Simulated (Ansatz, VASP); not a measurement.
Cl in VASP and in Ansatz

File INCAR:

```
SYSTEM = Cl
PREC = Accurate
ENCUT = 520
EDIFF = 1E-7
ISMEAR = -1
SIGMA = 0.1
LREAL = .FALSE.
LASPH = .TRUE.
NELM = 60
ALGO = Normal
ISIF = 2
LWAVE = .FALSE.
LCHARG = .FALSE.
GGA = PE
NBANDS = 14
```

File KPOINTS:

```
regular mesh
0
G
  11 11 6
  0 0 0
```

The input POSCAR:

```
Cl
1.0
    1.6913120000      2.9294350000      0.0000000000
   -1.6913120000      2.9294350000      0.0000000000
    0.0000000000      0.0000000000      5.3794160000
Cl
2
Direct
    0.3333000000      0.3334000000      0.2500000000
    0.6666000000      0.6667000000      0.7500000000
```

Input for Ansatz:

```yaml
crystal:
  lattice:
    - [1.691312, 2.929435, 0.0]
    - [-1.691312, 2.929435, 0.0]
    - [0.0, 0.0, 5.379416]
  atoms:
    - { symbol: Cl, position: [0.3333, 0.3334, 0.25] }
    - { symbol: Cl, position: [0.6666, 0.6667, 0.75] }
  symmetry: { tolerance: 0.0003 }
kpoints:
  mp_grid: { grid: [11, 11, 6], shift: [0, 0, 0] }
  band_path:
    path:
      - [0.0, 0.0, 0.0]
      - [0.49999993, -2.8e-07, 0.0]
      - [0.66666638, 0.33333291, 0.0]
      - [0.0, 0.0, 0.0]
      - [0.0, 0.0, 0.5]
      - [0.49999993, -2.8e-07, 0.5]
      - [0.66666638, 0.33333291, 0.5]
      - [0.0, 0.0, 0.5]
      - [0.49999993, -2.8e-07, 0.5]
      - [0.49999993, -2.8e-07, 0.0]
      - [0.66666638, 0.33333291, 0.5]
    npoints: 6
magnetization:
  spin_polarized: false
scf:
  occupations: { method: fermi_dirac }
  lower_state_search: "off"
  max_iter: 200
hamiltonian:
  pseudopotentials: { kind: paw }
  xc: pbe
basis:
  ecutwfc: 420
  fft_grid_basis: typed
output:
  forces: true
  stress: true
  eigenvalues: true
  bader: true
  populations: true
  elf: true
  write_potential: true
  volumetric_format: npy
  dos:
    e_range: [-12, 8]
    de: 0.05
    projected: { site_lists: { Cl: [Cl] } }
checkpoint:
  read: saved_state
```

Alike in both runs: task single point; functional PBE; k mesh 11 × 11 × 6; no spin polarisation.

|  | VASP | Ansatz |
| --- | --- | --- |
| version | VASP 6.6.1 | Ansatz 0.2.0 |
| potentials or method | VASP PAW PBE potentials, release 64 (Cl) | PAW plane waves |
| plane-wave cutoff (eV) | 520 | 420 |
| occupations | fermi-dirac, width 0.1 eV | fermi-dirac |
| valence electrons in the cell | 14 | 14 |

Ansatz gave:

| Quantity | Value |
| --- | --- |
| pressure (GPa) | -3.1 |
| largest component of the traceless stress (GPa) | 1.09 |

Problem. Which values does VASP return?

Solution. Pressure (GPa): -3.2; largest component of the traceless stress (GPa): 1.09.

Ansatz warned: «structure_snapped_to_symmetry».
